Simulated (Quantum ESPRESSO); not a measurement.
# Si (Fd-3m) in Quantum ESPRESSO: notebook, part 2 of 2

Quantum ESPRESSO 7.5. Earlier steps stand in the parts before.

## Step 3: Single point, PBE+D3(BJ), 18.95 Å³/atom

pw.in reads:

```
&CONTROL
  calculation = 'scf'
  prefix = 'pwscf'
  outdir = './tmp'
  pseudo_dir = './pseudo'
  tprnfor = .true.
  tstress = .true.
  disk_io = 'nowf'
/
&SYSTEM
  ibrav = 0
  nat = 2
  ntyp = 1
  ecutwfc = 36
  nbnd = 9
  occupations = 'smearing'
  smearing = 'fd'
  degauss = 0.00367493
  vdw_corr = 'grimme-d3'
  dftd3_version = 4
/
&ELECTRONS
  conv_thr = 4d-10
  electron_maxstep = 120
  mixing_beta = 0.5
/
ATOMIC_SPECIES
Si    28.0850 Si.upf
CELL_PARAMETERS angstrom
   0.0000000000    2.6662876123    2.6662876123
   2.6662876123    0.0000000000    2.6662876123
   2.6662876123    2.6662876123    0.0000000000
ATOMIC_POSITIONS crystal
Si     0.5000000000    0.5000000000    0.5000000000
Si     0.7500000000    0.7500000000    0.7500000000
K_POINTS automatic
8 8 8 0 0 0
```

Potentials or basis: PseudoDojo 0.4.1 SR PBE standard.

The run is started by

```console
> OMP_NUM_THREADS=1 pw.x -in pw.in > pw.out
```

It took 4 s on 1 thread of Arm Neoverse V1, shared host; peak memory 0.09 GiB.

Results (log left out):

- Free energy: -230.8422 eV
- Pressure: 5.2 GPa
- Band gap on the k mesh: 0.52 eV, indirect (least direct gap 2.58 eV)

## Step 4: Single point, PBE+D3(BJ), 19.36 Å³/atom

pw.in, as its differences from that of step 3:

```diff
@@ -29,5 +29,5 @@
 CELL_PARAMETERS angstrom
-   0.0000000000    2.6662876123    2.6662876123
-   2.6662876123    0.0000000000    2.6662876123
-   2.6662876123    2.6662876123    0.0000000000
+   0.0000000000    2.6850649043    2.6850649043
+   2.6850649043    0.0000000000    2.6850649043
+   2.6850649043    2.6850649043    0.0000000000
 ATOMIC_POSITIONS crystal
```

The run is started by

```console
> OMP_NUM_THREADS=1 pw.x -in pw.in > pw.out
```

Run time: 4 s. Hardware: 1 thread of Arm Neoverse V1, shared host; peak memory 0.09 GiB.

The run converged. Its results:

| Item | Value |
| --- | --- |
| Free energy | -230.8626 eV |
| Pressure | 2.9 GPa |
| Band gap on the k mesh | 0.56 eV, indirect (least direct gap 2.57 eV) |

## Step 5: Single point, PBE+D3(BJ), 19.76 Å³/atom

pw.in, as its differences from that of step 4:

```diff
@@ -29,5 +29,5 @@
 CELL_PARAMETERS angstrom
-   0.0000000000    2.6850649043    2.6850649043
-   2.6850649043    0.0000000000    2.6850649043
-   2.6850649043    2.6850649043    0.0000000000
+   0.0000000000    2.7035831784    2.7035831784
+   2.7035831784    0.0000000000    2.7035831784
+   2.7035831784    2.7035831784    0.0000000000
 ATOMIC_POSITIONS crystal
```

The run is started by

```console
> OMP_NUM_THREADS=1 pw.x -in pw.in > pw.out
```

It took 3.9 s on 1 thread of Arm Neoverse V1, shared host; peak memory 0.09 GiB.

The run converged. Its results:

```yaml
Free_energy: -230.8721 eV
Pressure: 0.8 GPa
Band_gap_on_the_k_mesh: 0.59 eV, indirect (least direct gap 2.56 eV)
```

## Step 6: Single point, PBE+D3(BJ), 20.16 Å³/atom

pw.in, as its differences from that of step 5:

```diff
@@ -29,5 +29,5 @@
 CELL_PARAMETERS angstrom
-   0.0000000000    2.7035831784    2.7035831784
-   2.7035831784    0.0000000000    2.7035831784
-   2.7035831784    2.7035831784    0.0000000000
+   0.0000000000    2.7218511865    2.7218511865
+   2.7218511865    0.0000000000    2.7218511865
+   2.7218511865    2.7218511865    0.0000000000
 ATOMIC_POSITIONS crystal
```

Potentials or basis: PseudoDojo 0.4.1 SR PBE standard.

The run is started by

```console
> OMP_NUM_THREADS=1 pw.x -in pw.in > pw.out
```

Wall time 3.9 s (1 thread of Arm Neoverse V1, shared host); peak memory 0.09 GiB.

It converged, with:

```
Free energy            : -230.8717 eV
Pressure               : -1.0 GPa
Band gap on the k mesh : 0.62 eV, indirect (least direct gap 2.55 eV)
```

## Step 7: Single point, PBE+D3(BJ), 20.57 Å³/atom

pw.in, as its differences from that of step 6:

```diff
@@ -29,5 +29,5 @@
 CELL_PARAMETERS angstrom
-   0.0000000000    2.7218511865    2.7218511865
-   2.7218511865    0.0000000000    2.7218511865
-   2.7218511865    2.7218511865    0.0000000000
+   0.0000000000    2.7398772164    2.7398772164
+   2.7398772164    0.0000000000    2.7398772164
+   2.7398772164    2.7398772164    0.0000000000
 ATOMIC_POSITIONS crystal
```

The run is started by

```console
> OMP_NUM_THREADS=1 pw.x -in pw.in > pw.out
```

Wall time 3.9 s (1 thread of Arm Neoverse V1, shared host); peak memory 0.09 GiB.

The run converged. Its results:

```
Free energy            : -230.8627 eV
Pressure               : -2.6 GPa
Band gap on the k mesh : 0.66 eV, indirect (least direct gap 2.54 eV)
```

## Step 8: Single point, PBE+D3(BJ), 20.97 Å³/atom

pw.in, as its differences from that of step 7:

```diff
@@ -29,5 +29,5 @@
 CELL_PARAMETERS angstrom
-   0.0000000000    2.7398772164    2.7398772164
-   2.7398772164    0.0000000000    2.7398772164
-   2.7398772164    2.7398772164    0.0000000000
+   0.0000000000    2.7576691254    2.7576691254
+   2.7576691254    0.0000000000    2.7576691254
+   2.7576691254    2.7576691254    0.0000000000
 ATOMIC_POSITIONS crystal
```

The run is started by

```console
> OMP_NUM_THREADS=1 pw.x -in pw.in > pw.out
```

Wall time 3.9 s (1 thread of Arm Neoverse V1, shared host); peak memory 0.09 GiB.

Results (log left out):

| Property | Result |
| --- | --- |
| Free energy | -230.8459 eV |
| Pressure | -4.0 GPa |
| Band gap on the k mesh | 0.69 eV, indirect (least direct gap 2.53 eV) |

## Step 9: Single point, PBE+D3(BJ), 21.37 Å³/atom

pw.in, as its differences from that of step 8:

```diff
@@ -29,5 +29,5 @@
 CELL_PARAMETERS angstrom
-   0.0000000000    2.7576691254    2.7576691254
-   2.7576691254    0.0000000000    2.7576691254
-   2.7576691254    2.7576691254    0.0000000000
+   0.0000000000    2.7752343705    2.7752343705
+   2.7752343705    0.0000000000    2.7752343705
+   2.7752343705    2.7752343705    0.0000000000
 ATOMIC_POSITIONS crystal
```

Potentials or basis: PseudoDojo 0.4.1 SR PBE standard.

The run is started by

```console
> OMP_NUM_THREADS=1 pw.x -in pw.in > pw.out
```

Run time: 4 s. Hardware: 1 thread of Arm Neoverse V1, shared host; peak memory 0.09 GiB.

The run converged. Its results:

| Property | Result |
| --- | --- |
| Free energy | -230.8226 eV |
| Pressure | -5.3 GPa |
| Band gap on the k mesh | 0.71 eV, indirect (least direct gap 2.44 eV) |

## Step 10: Equation of state, PBE+D3(BJ)

No new run: the results of the series are fitted here.

Results:

```yaml
Equilibrium_volume: 19.94 Å³/atom
Bulk_modulus: 91 GPa
Pressure_derivative_of_the_bulk_modulus: 5.1
```

Energy against volume, from the lowest point:
```tsv
volume (Å³/atom)	energy (meV/atom)
18.955	14.94
19.358	4.73
19.761	0.00
20.165	0.17
20.568	4.71
20.971	13.07
21.375	24.76
```
